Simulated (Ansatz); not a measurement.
## MgS under changes of volume

One of the cells (22.740 Å³/atom); the others are scaled copies at fixed shape and fractional positions:

```
S Mg
1.0
     0.00000    2.83312    2.83312
     2.83312    0.00000    2.83312
     2.83312    2.83312    0.00000
S Mg
1 1
Direct
  0.25000 0.25000 0.25000
  0.00000 0.00000 0.00000
```

The cell comes from a database or a generator and needn't be the stable form of this composition.

* Program: Ansatz 0.2.0
* Functional: HSE06
* Potentials or basis: Ansatz PAW
* Cutoff: 420 eV (not typed: the program's choice for these potentials)
* k mesh: 6 × 6 × 6
* Occupations: fermi-dirac, width 0.05 eV
* Spin: no spin polarisation

| volume (Å³/atom) | energy over the lowest point (meV/atom) | pressure (GPa) | gap on the mesh (eV) |
| --- | --- | --- | --- |
| 21.376 | ? | ? | ? |
| 21.831 | 6.61 | 2.5 | 4.74 |
| 22.285 | 1.45 | 1.1 | 4.62 |
| 22.740 | 0.00 | -0.1 | 4.52 |
| 23.195 | 1.91 | -1.2 | 4.41 |
| 23.650 | 6.85 | -2.2 | 4.31 |
| 24.105 | 14.54 | -3.2 | 4.21 |

Question: What does the run at 21.376 Å³/atom give?

Answer: Energy over the lowest point 15.88 meV/atom; pressure 4.0 GPa; gap on the mesh 4.82 eV.

Worked out: A Birch-Murnaghan fit of order 3 (a polynomial in V^(-2/3)) to the other rows has its minimum at 22.70 Å³/atom with B0 = V·E''(V) = 59 GPa and B' = 4.1. It gives 15.90 meV/atom at 21.376 Å³/atom, against the run's 15.88, and -dE/dV = 4.0 GPa, against 4.0. A straight line through the other rows of the gap, of slope -5.32 eV per unit of ln V, extrapolates to 4.85 eV, against the run's 4.82.

Energies are extrapolated to zero smearing.

Caveats: the PAW data sets come from PBE, with cores solved anew for the run's functional, which leaves a small shift of forces and pressure; the thresholds are loose for stress.

A mesh can miss the band edges.
